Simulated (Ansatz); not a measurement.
A run of Ansatz 0.2.0 is set up as follows.

input.yaml

```yaml
crystal:
  lattice:
    - [3.777, 0.0, 0.0]
    - [-1.8885, 3.2709779501, 0.0]
    - [0.0, 0.0, 6.498]
  atoms:
    - { symbol: Te, position: [0.3333333333, 0.6666666667, 0.7372] }
    - { symbol: Te, position: [0.6666666667, 0.3333333333, 0.2628] }
    - { symbol: Ti, position: [0.0, 0.0, 0.0] }
hamiltonian:
  xc: pbe
  pseudopotentials: { kind: paw }
kpoints:
  mp_grid: { grid: [8, 8, 4] }
scf:
  occupations: { method: fermi_dirac, width: 0.05 }
output:
  forces: true
  stress: true
  eigenvalues: true
  write_density: true
  write_potential: true
  elf: true
  volumetric_format: npy
relax:
  f_tol: 0.01
  max_steps: 40
  cell: { stress_tol: 0.05 }
```

Potentials or basis: Ansatz PAW.

The run is started by

```sh
$ ansatz run input.yaml --threads 2 --pin off --max-ram 5632MiB --backend cpu --events-out ev --progress --plain --runs-dir out
```

Q: Estimate the relaxed cell.

A: a = 3.788 Å, b = 3.788 Å, c = 6.724 Å, α = 90.00°, β = 90.00°, γ = 120.00°.

Q: What does it give for the band gap on the k mesh?

A: None (metal or under the smearing width).

Q: Estimate the space group after relaxing (to 0.05 Å).

A: P-3m1 (No. 164).

Q: What does it give for the relaxed volume?

A: 27.86 Å³/atom.

Final structure:
```
Te Ti
1.0
     3.78815    0.00000    0.00000
    -1.89407    3.28063    0.00000
     0.00000    0.00000    6.72429
Te Ti
2 1
Direct
  0.33333 0.66667 0.74493
  0.66667 0.33333 0.25507
  0.00000 0.00000 0.00000
```

Caveat: this functional lacks dispersion, which binds the layers, so the pressure and a relaxed spacing across them are unreliable. Zero-point motion and thermal expansion aren't in these numbers.
